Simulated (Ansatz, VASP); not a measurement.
## Two plane-wave programs on BaTiO3

```
Ba Ti O
1.0
     3.88721    0.00000    0.00000
     0.00000    3.88721    0.00000
     0.00000    0.00000    3.88684
Ba Ti O
1 1 3
Direct
  0.00000 0.00000 0.00847
  0.50000 0.50000 0.50814
  0.50000 0.50000 0.00880
  0.50000 0.00000 0.50879
  0.00000 0.50000 0.50879
```

Alike in both runs: functional PBE; k mesh 8 × 8 × 8; occupations gaussian, width 0.02 eV; no spin polarisation.

Ansatz relaxed the structure, and its values are those at the end. VASP's run is a single point on that final structure, the one shown.

|  | VASP | Ansatz |
| --- | --- | --- |
| version | VASP 6.6.1 | Ansatz 0.2.0 |
| potentials or method | VASP PAW PBE potentials, release 64 (Ba_sv, Ti_sv, O) | scalar-relativistic, plane waves, PAW |
| plane-wave cutoff (eV) | 520 | 420 |
| valence electrons in the cell | 40 | 40 |

Ansatz gave:

| Item | Value |
| --- | --- |
| gap on the k mesh at the Fermi level (eV) | 1.99 |
| least direct gap on the mesh (eV) | 1.99 |
| pressure (GPa) | 20.5 |

Question: Which values does VASP return?

Answer: gap on the k mesh at the Fermi level (eV): 1.91; least direct gap on the mesh (eV): 1.96; pressure (GPa): 23.0.

With one functional, cell and mesh, what is left measures potentials, basis and numerics.

Caveats: so large a pressure means that the cell lies far from this level's equilibrium, or that cutoff or potentials fall short (VASP); spin-orbit coupling is left out, which moves the levels of the heavy elements. A k mesh can miss the band edges.
